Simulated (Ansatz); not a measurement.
Co:

```
Co
1.0
     2.47056    0.00000    0.00000
    -1.23528    2.13957    0.00000
     0.00000    0.00000    8.08823
Co
4
Direct
  0.66667 0.33333 0.75000
  0.00000 0.00000 0.50000
  0.33333 0.66667 0.25000
  0.00000 0.00000 0.00000
```

Base run:

- Program: Ansatz 0.2.0
- Functional: PBEsol
- Potentials or basis: all-electron LAPW, scalar-relativistic
- Cutoff: 290 eV
- Density cutoff: 1161 eV
- Basis error allowed: 0.002 eV/atom
- k mesh: 12 × 12 × 4
- Occupations: fermi-dirac, width 0.05 eV
- Spin: collinear spin, ferromagnetic start
- Starting moments: [2.0, 2.0, 2.0, 2.0] μB
- Hubbard terms: Co d U = 4 eV

Its results: band gap on the k mesh none (metal or under the smearing width); pressure 17.0 GPa; net moment 7.10 μB per cell; site moments Co +1.88, +1.75 μB.

Problem. After a change of settings the same cell gave: band gap on the k mesh none (metal or under the smearing width); pressure -2.7 GPa; net moment 7.00 μB per cell; site moments Co +1.82, +1.79 μB. Which change was it?
A. hubbard terms from Co d U = 4 eV to Co d U = 2 eV
B. basis error allowed from 0.002 eV/atom to 0.001 eV/atom; hubbard terms from Co d U = 4 eV to none
C. hubbard terms from Co d U = 4 eV to none

Solution. A.

Caveats: the magnetic state may not be the lowest; U is the effective U less J, on atomic orbitals that reach past the spheres; the U is typed as a test and isn't derived for this compound.

Not every run made on this cell is shown here.
